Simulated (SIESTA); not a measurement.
# Al in SIESTA: the effect of strain zz

Al:

```
CELL_PARAMETERS angstrom
0.00000 2.02481 1.94381
2.02481 0.00000 1.94381
2.02481 2.02481 0.00000
ATOMIC_POSITIONS crystal
Al 0.00000 0.00000 0.00000
```

The cell isn't the ideal one: cell strained along z.

Alike in all runs:

| Quantity | Value |
| --- | --- |
| Program | SIESTA 5.4.2 |
| Task | single point |
| Functional | PBE |
| Potentials or basis | PseudoDojo 0.4 standard (PBE files) |
| Basis | DZP (energy shift 0.003 Ry) |
| Grid cutoff | 500 Ry |
| Energy shift | 0.003 Ry |
| k mesh | 11 × 11 × 11 |
| Occupations | fermi-dirac, width 0.05 eV |
| Spin | no spin polarisation |

| strain zz | pressure (GPa) |
| --- | --- |
| -0.04 | 3.3 |
| -0.02 | 1.2 |
| -0.01 | 0.4 |
| 0 | -0.4 |
| 0.01 | -1.2 |
| 0.02 | -1.9 |
| 0.04 | ? |

**Question.** What does the run with strain zz 0.04 give?

**Answer.** Pressure -3.1 GPa.

Worked out: A parabola through the other rows of the pressure, of slope -50.3 GPa per unit of strain zz there, extrapolates to -3.0 GPa, against the run's -3.1.

Caveats: the basis of atomic orbitals isn't converged, which shifts pressures, moduli and gaps.
